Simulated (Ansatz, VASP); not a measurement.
Ti in VASP and in Ansatz

The input INCAR:

```
  ALGO = Normal
  EDIFF = 1E-6
  ENCUT = 520
  GGA = PS
  ISIF = 2
  ISMEAR = 0
  LASPH = True
  LCHARG = False
  LREAL = False
  LWAVE = False
  NBANDS = 12
  NELM = 80
  PREC = Accurate
  SIGMA = 0.1
```

Contents of KPOINTS:

```
k-points
0
Gamma
  18 18 18
```

Contents of POSCAR:

```
Ti
1.0
   -1.5381569949      1.5381569949      1.5381569949
    1.5381569949     -1.5381569949      1.5381569949
    1.5381569949      1.5381569949     -1.5381569949
Ti
1
Direct
    0.0000000000      0.0000000000      0.0000000000
```

Input for Ansatz:

```yaml
crystal:
  lattice:
    - [-1.5381569949, 1.5381569949, 1.5381569949]
    - [1.5381569949, -1.5381569949, 1.5381569949]
    - [1.5381569949, 1.5381569949, -1.5381569949]
  atoms:
    - { symbol: Ti, position: [0.0, 0.0, 0.0] }
basis:
  ecutwfc: 420
kpoints:
  mp_grid: { grid: [18, 18, 18] }
hamiltonian:
  xc: pbesol
scf:
  occupations: { method: gaussian, width: 0.1 }
output:
  forces: true
  stress: true
  eigenvalues: true
```

Alike in both runs: task single point; functional PBEsol; k mesh 18 × 18 × 18; occupations gaussian, width 0.1 eV; no spin polarisation.

|  | VASP | Ansatz |
| --- | --- | --- |
| version | VASP 6.6.1 | Ansatz 0.2.0 |
| potentials or method | VASP PAW PBE potentials, release 64 (Ti_sv) | scalar-relativistic, plane waves, PAW |
| plane-wave cutoff (eV) | 520 | 420 |
| valence electrons in the cell | 12 | 12 |

VASP gave:

* gap on the k mesh at the Fermi level (eV): none
* pressure (GPa): 17.1

Question: Which values does Ansatz return?

Answer: gap on the k mesh at the Fermi level (eV): none; pressure (GPa): 17.6.

A gap of «none» marks a metal or a gap that the smearing closes.

Caveats: so large a pressure means that the cell lies far from this level's equilibrium, or that cutoff or potentials fall short (VASP); the potentials were made for another functional, which shifts forces and pressure (VASP).
